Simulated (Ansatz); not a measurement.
**Yb under changes of volume**

One of the cells (41.626 Å³/atom); the others are scaled copies at fixed shape and fractional positions:

```
Yb
1.0
     3.87990    0.00000    0.00000
    -1.93995    3.36009    0.00000
     0.00000    0.00000    6.38590
Yb
2
Direct
  0.66667 0.33333 0.75000
  0.33333 0.66667 0.25000
```

This isn't the form of Yb at room conditions, which is fcc.

| Quantity | Value |
| --- | --- |
| Program | Ansatz 0.2.0 |
| Functional | PBEsol |
| Potentials or basis | Ansatz PAW |
| Cutoff | 420 eV (not typed: the program's choice for these potentials) |
| k mesh | 8 × 8 × 4 |
| Occupations | fermi-dirac, width 0.05 eV |
| Spin | collinear spin, ferromagnetic start |
| Starting moments | [1.0, 1.0] μB |

```tsv
volume (Å³/atom)	energy over the lowest point (meV/atom)	pressure (GPa)
39.128	0.00	-2.8
39.961	?	?
40.793	31.35	-3.2
41.626	48.22	-3.3
42.458	65.76	-3.4
43.291	83.88	-3.5
44.123	102.51	-3.6
```

Question: What does the run at 39.961 Å³/atom give?

Answer: Energy over the lowest point 15.25 meV/atom; pressure -3.0 GPa.

Worked out: A Birch-Murnaghan fit of order 3 (a polynomial in V^(-2/3)) to the other rows has no minimum within the range. It gives 15.25 meV/atom at 39.961 Å³/atom, against the run's 15.25, and -dE/dV = -3.0 GPa, against -3.0.

Energies are extrapolated to zero smearing.

Caveats: the PAW data sets come from PBE, with cores solved anew for the run's functional, which leaves a small shift of forces and pressure; the starting moments weren't kept.
